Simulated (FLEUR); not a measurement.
Runs of FLEUR MaX-R8.1 (later development tree) on MnO2. Symmetry: P6_3/mmc, No. 194, hexagonal system. Conventional cell: a = 2.855 Å, b = 2.855 Å, c = 10.222 Å, α = 90.00°, β = 90.00°, γ = 120.00°. Around Mn (site symmetry -3m) lie 6 O at 1.90 Å. Around O (site symmetry 3m) lie 3 Mn at 1.90 Å. Measurements of this composition are mostly on another form, of space group No. 136.

```tsv
task	level	gmax	muffin-tin radii	max iterations	mixer history	density convergence	kmax	gap on the mesh (eV)	moment (μB)
single point	PBEsol	16.4 1/bohr	Mn 1.85, O 1.41 bohr	60	15	1e-05 me/bohr^3	5.3 1/bohr	0.80	6.00
band structure	PBEsol	16.1 1/bohr	Mn 1.89, O 1.44 bohr	60	15	1e-05 me/bohr^3	5.19 1/bohr	0.80	6.00
band structure	r2SCAN	16.1 1/bohr	Mn 1.89, O 1.44 bohr	80	30	0.0001 me/bohr^3	5.19 1/bohr	(a)	6.00
band structure	LDA	16.1 1/bohr	Mn 1.89, O 1.44 bohr	60	15	1e-05 me/bohr^3	5.19 1/bohr	0.51	6.00
```

Alike in all rows: potentials or basis all-electron, FLAPW; spin collinear, ferromagnetic start; cell as given; k mesh 11 × 11 × 3; smearing fermi-dirac 0.05 eV.

**Question.** Estimate the missing entries.

**Answer.** (a) 2.02.

Caveats: only a ferromagnetic start was run, and an antiferromagnetic order may lie lower in energy; an odd mesh through Γ misses points on the zone boundary, where band edges often lie (some runs); the meta-GGA is that of a development version, with a GGA for the radial functions and cores and without core tails (some runs).

Not every run made on this cell is shown here.
